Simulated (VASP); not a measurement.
# PbF2 (Fm-3m) in VASP: notebook, part 2 of 2

VASP 6.6.1.

### Step 3. Relaxation of cell and atoms, PBE

This run uses another cell than the first one, of 17.93 Å³/atom, 1.033 times its volume.

File INCAR:

```
SYSTEM = PbF2
PREC = Accurate ; ENCUT = 520
EDIFF = 1E-7 ; ISMEAR = 0
SIGMA = 1.0 ; LREAL = .False.
LASPH = .True. ; NELM = 100
ALGO = Fast ; ISIF = 3
LWAVE = .False. ; LCHARG = .False.
GGA = PE ; IBRION = 2
NSW = 80 ; EDIFFG = -0.002
```

File KPOINTS:

```
regular mesh
0
Gamma
  10 10 10
  0 0 0
```

File POSCAR:

```
PbF2                                    
1.0
    0.0000000000      2.9963214762      2.9963214762
    2.9963214762     -0.0000000000      2.9963214762
    2.9963214762      2.9963214762      0.0000000000
  Pb              F             
     1     2
Direct
     0.0000000000000000    0.0000000000000000    0.0000000000000000
     0.2500000000000000    0.2500000000000000    0.2500000000000000
     0.7500000000000000    0.7500000000000000    0.7500000000000000
```

Potentials or basis: VASP PAW PBE potentials, release 64 (Pb_d, F).

On the command line:

```bash
$ cat potpaw_PBE.64/Pb_d/POTCAR potpaw_PBE.64/F/POTCAR > POTCAR
$ mpirun -np 1 vasp_std > vasp.out
```

OUTCAR:

```text
SYSTEM = PbF2
   PREC = Accurate
   ENCUT = 520
   EDIFF = 1E-7
   ISMEAR = 0
   LREAL = .False.
   LASPH = .True.
   NELM = 100
   ISIF = 3
   GGA = PE
   IBRION = 2
   NSW = 80
   EDIFFG = -0.002

 ion  position               nearest neighbor table
   1  0.000  0.000  0.000-   3 2.59   3 2.59   3 2.59   2 2.59   3 2.59   2 2.59   2 2.59   2 2.59

   2  0.250  0.250  0.250-   1 2.59   1 2.59   1 2.59   1 2.59
   3  0.750  0.750  0.750-   1 2.59   1 2.59   1 2.59   1 2.59
[... 751 lines left out ...]

  FORCE on cell =-STRESS in cart. coord.  units (eV):
  Direction    XX          YY          ZZ          XY          YZ          ZX
  --------------------------------------------------------------------------------------
  -------------------------------------------------------------------------------------
  Total        0.0012151      0.0012151      0.0012151      0.0000000      0.0000000     -0.0000000
  in kB        0.0361442      0.0361442      0.0361442      0.0000000      0.0000000     -0.0000000
  external PRESSURE =       0.0361442 kB  Pullay stress =       0.0000000 kB

 VOLUME and BASIS-vectors are now :
 -----------------------------------------------------------------------------
  energy-cutoff  :      520.00
  volume of cell :       53.86
      direct lattice vectors                 reciprocal lattice vectors
    -0.000000000  2.997433936  2.997433936    -0.166809348  0.166809348  0.166809348
     2.997433936 -0.000000000  2.997433936     0.166809348 -0.166809348  0.166809348
     2.997433936  2.997433936  0.000000000     0.166809348  0.166809348 -0.166809348

 POSITION                                       TOTAL-FORCE (eV/Angst)
 -----------------------------------------------------------------------------------
      5.99487      2.99743      2.99743         0.000000     -0.000000      0.000000
      1.49872      1.49872      1.49872         0.000000      0.000000      0.000000
      4.49615      4.49615      4.49615        -0.000000     -0.000000     -0.000000
 -----------------------------------------------------------------------------------
    total drift:                                0.000000     -0.000000      0.000000

  FREE ENERGIE OF THE ION-ELECTRON SYSTEM (eV)
  ---------------------------------------------------
  free  energy   TOTEN  =       -14.3508041881 eV

  energy  without entropy=      -14.3495312829  energy(sigma->0) =      -14.35016774

 reached required accuracy - stopping structural energy minimisation
```

OSZICAR:

```text
N       E                     dE             d eps       ncg     rms          rms(c)
DAV:   1     0.305131070162E+03    0.30513E+03   -0.15080E+04  1692   0.175E+03
[... 18 lines left out ...]
DAV:   1    -0.143512173111E+02   -0.42421E-03   -0.10805E-02  2176   0.152E+00    0.146E-01
RMM:   2    -0.143508377442E+02    0.37957E-03   -0.13003E-03  1701   0.398E-01    0.322E-02
RMM:   3    -0.143508084280E+02    0.29316E-04   -0.15588E-04  1858   0.176E-01    0.110E-02
RMM:   4    -0.143508043078E+02    0.41203E-05   -0.43127E-05  1774   0.705E-02    0.407E-03
RMM:   5    -0.143508042712E+02    0.36581E-07   -0.10061E-05  2114   0.369E-02    0.144E-03
RMM:   6    -0.143508042812E+02   -0.10034E-07   -0.21066E-06  1702   0.187E-02    0.113E-03
RMM:   7    -0.143508041881E+02    0.93078E-07   -0.69411E-07  1287   0.130E-02
   2 F= -.14350804E+02 E0= -.14350168E+02  d E =-.110821E-04
```

It took 29 s on 1 thread of Intel Xeon 6975P-C (Granite Rapids), shared host; peak memory 0.2 GiB.

What came out:

```
Free energy                            : -14.3508 eV
Relaxed volume                         : 17.95 Å³/atom
Relaxed cell                           : a = 4.239 Å, b = 4.239 Å, c = 4.239 Å, α = 60.00°, β = 60.00°, γ = 60.00°
Space group after relaxing (to 0.05 Å) : Fm-3m (No. 225)
Energy gained by relaxing              : 0.0 meV/atom
Ionic steps                            : 2
Pressure after relaxing                : 0.0 GPa
Band gap on the k mesh                 : 4.43 eV, indirect (least direct gap 4.56 eV)
```

Final structure:
```cif
data_structure
_symmetry_space_group_name_H-M 'P 1'
_symmetry_Int_Tables_number 1
_cell_length_a 4.2390
_cell_length_b 4.2390
_cell_length_c 4.2390
_cell_angle_alpha 60.000
_cell_angle_beta 60.000
_cell_angle_gamma 60.000
_cell_volume 53.86
loop_
_atom_site_label
_atom_site_type_symbol
_atom_site_fract_x
_atom_site_fract_y
_atom_site_fract_z
_atom_site_occupancy
Pb1 Pb 0.00000 0.00000 0.00000 1
F1 F 0.25000 0.25000 0.25000 1
F2 F 0.75000 0.75000 0.75000 1
```

Levels at points of the mesh, in eV from the valence-band top:
```
           k point  band 10  band 11  band 12  band 13  band 14  band 15  band 16  band 17  band 18
(0.00, 0.00, 0.00)    -2.25    -2.25    -1.76    -1.76    -1.76     6.74     6.74     6.74    10.56
(0.50, 0.00, 0.00)    -2.43    -2.43    -1.93    -1.93     0.00     5.04     7.57     7.57    13.17
(0.50, 0.50, 0.00)    -3.27    -1.36    -1.36    -1.36    -0.14     4.43     7.78     7.78     9.04
```

Caveat: spin-orbit coupling is left out, which as a rule narrows the gap of such compounds by several tenths of an eV. As with any semilocal functional, this PBE gap is likely too small.
